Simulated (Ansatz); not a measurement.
# CdS: a single-point run

The task is a single-point run on CdS. The structure is shown as the input types it. The cell is built on a prototype (h-MgO type) and needn't be the phase found in nature.

Computed with Ansatz 0.2.0 (density functional or hybrid calculation with the settings of its input, plane waves, unless a step's input says otherwise).

5 further runs of the same task are left out: 2 for a known fault of the program, 3 that didn't finish.

## (1) The system as given

Symmetry: P6_3/mmc, No. 194, hexagonal system. Conventional cell: a = 4.409 Å, b = 4.409 Å, c = 5.748 Å, α = 90.00°, β = 90.00°, γ = 120.00°. Cd (site symmetry -6m2) is surrounded by 5 S at 2.55 to 2.87 Å. S (site symmetry -6m2) has 5 Cd at 2.55 to 2.87 Å as nearest neighbours.

Structure file:

```cif
data_structure
_symmetry_space_group_name_H-M 'P6_3/mmc'
_symmetry_Int_Tables_number 194
_cell_length_a 4.4085
_cell_length_b 4.4085
_cell_length_c 5.7481
_cell_angle_alpha 90.000
_cell_angle_beta 90.000
_cell_angle_gamma 120.000
_cell_volume 96.75
loop_
_atom_site_label
_atom_site_type_symbol
_atom_site_symmetry_multiplicity
_atom_site_Wyckoff_symbol
_atom_site_fract_x
_atom_site_fract_y
_atom_site_fract_z
_atom_site_occupancy
Cd1 Cd 2 c 0.33333 0.66667 0.25000 1
S1 S 2 d 0.66667 0.33333 0.25000 1
```

## (2) Running it

Contents of input.yaml:

```yaml
crystal:
  lattice:
    - [4.408529629, 0.0, 0.0]
    - [-2.2042648145, 3.8178986521, 0.0]
    - [0.0, 0.0, 5.7481182101]
  atoms:
    - { symbol: Cd, position: [0.3333333333, 0.6666666667, 0.25] }
    - { symbol: Cd, position: [0.6666666667, 0.3333333333, 0.75] }
    - { symbol: S, position: [0.6666666667, 0.3333333333, 0.25] }
    - { symbol: S, position: [0.3333333333, 0.6666666667, 0.75] }
kpoints:
  mp_grid: { grid: [6, 6, 2] }
hamiltonian:
  xc: { exchange: pbe, correlation: pbe, exx: { coeff: -0.2, omega: 0.5 } }
scf:
  occupations: { method: fixed }
  n_extra_bands: 5
output:
  forces: true
  stress: true
  eigenvalues: true
```

Run with:

```sh
> ansatz run input.yaml --threads 4 --pin off --max-ram 3686MiB --backend cpu --events-out ev --progress --plain --runs-dir out
```

**Question.** How will this run end, and is anything wrong with its input?

The run ended at the input check. Its message: «invalid value for `hamiltonian.xc.exx.coeff`: must be finite and in (0, 1]; got -0.2»

A value lies outside the range that the key allows.

What to do: choose a value inside the allowed range.
